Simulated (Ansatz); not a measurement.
## Si under changes of volume

One of the cells (14.950 Å³/atom); the others are scaled copies at fixed shape and fractional positions:

```
Si
1.0
    -2.37137    2.37137    1.32927
     2.37137   -2.37137    1.32927
     2.37137    2.37137   -1.32927
Si
2
Direct
  0.50000 0.50000 0.00000
  0.25000 0.75000 0.50000
```

This isn't the form of Si at room conditions, which is diamond.

| Item | Value |
| --- | --- |
| Program | Ansatz 0.2.0 |
| Functional | HSE06 |
| Potentials or basis | Ansatz PAW |
| Cutoff | 420 eV (not typed: the program's choice for these potentials) |
| k mesh | 8 × 8 × 8 |
| Occupations | fermi-dirac, width 0.05 eV |
| Spin | no spin polarisation |

```tsv
volume (Å³/atom)	energy over the lowest point (meV/atom)	pressure (GPa)
14.053	?	?
14.352	16.23	7.2
14.651	5.68	4.2
14.950	0.46	1.5
15.249	0.00	-0.9
15.548	3.78	-3.0
15.847	11.32	-4.9
```

Problem. What does the run at 14.053 Å³/atom give?

Solution. Energy over the lowest point 32.68 meV/atom; pressure 10.5 GPa.

Worked out: A Birch-Murnaghan fit of order 3 (a polynomial in V^(-2/3)) to the other rows has its minimum at 15.13 Å³/atom with B0 = V·E''(V) = 120 GPa and B' = 4.9 at fixed shape and positions, which overstates the stiffness. It gives 32.79 meV/atom at 14.053 Å³/atom, against the run's 32.68, and -dE/dV = 10.6 GPa, against 10.5.

Energies are extrapolated to zero smearing.

Caveats: the PAW data sets come from PBE, with cores solved anew for the run's functional, which leaves a small shift of forces and pressure; the thresholds are loose for stress.
